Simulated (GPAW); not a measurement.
Runs of GPAW 26.7.0 on AlN. Symmetry: F-43m, No. 216, cubic system. The conventional cell has a = 4.368 Å, b = 4.368 Å, c = 4.368 Å, α = 90.00°, β = 90.00°, γ = 90.00°. Al (site symmetry -43m) is surrounded by 4 N at 1.89 Å. N (site symmetry -43m) is surrounded by 4 Al at 1.89 Å. Measurements of this composition are mostly on another form, of space group No. 186.

```csv
task,level,potentials or basis,k mesh,cutoff (eV),band path,band points,data set,hybrids on these orbitals,oneshot functional,gap on the mesh (eV),pressure (GPa),V0 of scaled cells (Å³/atom),B0 (GPa)
equation of state,PBE+D3(BJ),"GPAW PAW data sets (gpaw-data 1.2.1), pw",10 × 10 × 10,800,-,-,-,-,-,-,-,10.53,(a)
band structure,LDA,"JTH PAW 2.0, LDA, pw",10 × 10 × 10,800,"GXWKGLUWLK,UX",80,"Al jth, N jth",-,-,3.23,-4.2,-,-
one-shot levels of the hybrid HSE06,LDA,"the program's PAW data sets (release 1.2.1) made for this functional, pw",6 × 6 × 6,600,-,-,-,"["HSE06", "HSE03", "YS-PBE0"]",HSE06,3.23,-9.6,-,-
equation of state,BLYP,"PAW data sets generated in the run's folder for this functional, pw",10 × 10 × 10,800,-,-,-,-,-,-,-,10.87,(b)
equation of state,BLYP+D3(BJ),"PAW data sets generated in the run's folder for this functional, pw",10 × 10 × 10,800,-,-,-,-,-,-,-,10.39,207
```

Alike in all rows: no spin polarisation; cell as given; smearing fermi-dirac 0.05 eV.

Problem. Fill in the values left out.

Solution. (a) 201; (b) 189.

Caveats: the program truncates these outside data sets (some runs); the cutoff is short for stress and forces, so pressures can be off by a GPa or more (some runs); energy and the plain gap are those of the semilocal run (some runs); the hybrids' values are one shot on its orbitals and mesh (some runs).

A k mesh can miss the band edges.
